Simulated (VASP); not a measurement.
# BaS: forms and broadenings of the independent-particle spectrum

BaS, Fm-3m (no. 225), 2 atoms in the cell. PBE, independent-particle dielectric function; PAW potentials Ba_sv, S (PBE set).

## Input

INCAR.step1:
```
SYSTEM = BaS
  PREC = Accurate
  ENCUT = 300
  ISMEAR = 0
  SIGMA = 0.02
  EDIFF = 1E-8
  LASPH = .TRUE.
  KPAR = 4
  LWAVE = .FALSE.
  LCHARG = .FALSE.
  LEPSILON = .TRUE.
```

INCAR.step2, as INCAR.step1 but for:
```
- LWAVE = .FALSE.
- LEPSILON = .TRUE.
+ LWAVE = .TRUE.
+ NBANDS = 40
```

INCAR.step3, as INCAR.step2 but for:
```
- EDIFF = 1E-8
- LWAVE = .TRUE.
+ EDIFF = 1E-7
+ LWAVE = .FALSE.
+ LOPTICS = .TRUE.
+ NEDOS = 2000
+ CSHIFT = 0.1
+ ALGO = None
+ NELM = 1
+ ISTART = 1
```

INCAR.step4, as INCAR.step3 but for:
```
+ LNABLA = .TRUE.
```

INCAR.step5, as INCAR.step4 but for:
```
- LNABLA = .TRUE.
+ LPEAD = .TRUE.
+ IPEAD = 2
```

INCAR.step6, as INCAR.step5 but for:
```
- IPEAD = 2
+ IPEAD = 3
```

INCAR.step7 changes the same tag again: IPEAD = 4.

INCAR.step8, as INCAR.step7 but for:
```
- CSHIFT = 0.1
- LPEAD = .TRUE.
- IPEAD = 4
+ CSHIFT = 0.03
```

INCAR.step9, as INCAR.step8 but for:
```
- CSHIFT = 0.03
+ CSHIFT = 0.05
```

INCAR.step10 changes the same tag again: CSHIFT = 0.01.

INCAR.step11, as INCAR.step10 but for:
```
- ISMEAR = 0
- CSHIFT = 0.01
+ ISMEAR = -5
+ CSHIFT = 0.1
```

INCAR.step12, as INCAR.step11 but for:
```
- ISMEAR = -5
- SIGMA = 0.02
+ ISMEAR = 0
+ SIGMA = 0.2
```

INCAR.step13, as INCAR.step12 but for:
```
- SIGMA = 0.2
+ SIGMA = 0.02
+ OMEGAMAX = 12
```

INCAR.step14, as INCAR.step13 but for:
```
- OMEGAMAX = 12
+ OMEGAMAX = 60
```

KPOINTS:
```
k-points
0
Gamma
  12 12 12
```

POSCAR:
```
BaS
1.0
    0.0000000000      3.1937500000      3.1937500000
    3.1937500000      0.0000000000      3.1937500000
    3.1937500000      3.1937500000      0.0000000000
Ba S
1 1
Direct
    0.0000000000      0.0000000000      0.0000000000
    0.5000000000      0.5000000000      0.5000000000
```

Commands (each step's output is kept before the next begins):
```
cat potpaw_PBE.64/Ba_sv/POTCAR potpaw_PBE.64/S/POTCAR > POTCAR
cp INCAR.step1 INCAR
mpirun -np 4 vasp_std > vasp.out
rm WAVECAR CHG
cp INCAR.step2 INCAR
mpirun -np 4 vasp_std > vasp.out
cp INCAR.step3 INCAR
mpirun -np 4 vasp_std > vasp.out
cp INCAR.step4 INCAR
mpirun -np 4 vasp_std > vasp.out
cp INCAR.step5 INCAR
mpirun -np 4 vasp_std > vasp.out
cp INCAR.step6 INCAR
mpirun -np 4 vasp_std > vasp.out
cp INCAR.step7 INCAR
mpirun -np 4 vasp_std > vasp.out
cp INCAR.step8 INCAR
mpirun -np 4 vasp_std > vasp.out
cp INCAR.step9 INCAR
mpirun -np 4 vasp_std > vasp.out
cp INCAR.step10 INCAR
mpirun -np 4 vasp_std > vasp.out
cp INCAR.step11 INCAR
mpirun -np 4 vasp_std > vasp.out
cp INCAR.step12 INCAR
mpirun -np 4 vasp_std > vasp.out
cp INCAR.step13 INCAR
mpirun -np 4 vasp_std > vasp.out
cp INCAR.step14 INCAR
mpirun -np 4 vasp_std > vasp.out
```

## Result

- Direct gap on the mesh (eV): 2.24
- Gap on the mesh (eV): 2.11
- Bands: 40

One ground state, settings moved in the last step alone:

| Settings | ε at zero frequency | Mean energy of the absorption, weighted by Im ε (eV) | Time (s) |
|---|---|---|---|
| longitudinal form, CSHIFT 0.1 | 5.32 | 6.48 | 3 |
| transversal form (LNABLA) | 5.84 | 6.52 | 3 |
| finite differences (LPEAD), order 2 | 5.32 | 6.48 | 6 |
| finite differences (LPEAD), order 3 | 5.32 | 6.48 | 7 |
| finite differences (LPEAD), order 4 | 5.32 | 6.48 | 8 |
| CSHIFT 0.03 | 5.32 | 6.49 | 3 |
| CSHIFT 0.05 | 5.32 | 6.48 | 3 |
| CSHIFT 0.01 | 5.32 | 6.49 | 3 |
| tetrahedron method | 5.28 | 6.52 | 3 |
| SIGMA 0.2 | 5.32 | 6.48 | 4 |
| OMEGAMAX 12, which cuts the spectrum short | 4.70 | 6.46 | 3 |
| OMEGAMAX 60 | 5.32 | 6.48 | 3 |

The mean energy covers the spectrum up to 12 eV.

On the same mesh, density-functional perturbation theory with local fields gives ε = 4.89.

Limits: Spin-orbit coupling is left out, which can matter with atoms this heavy.

VASP 6.6.1 took 160 s on 4 cores (Intel Xeon Platinum 8559C (Emerald Rapids)), a shared host.
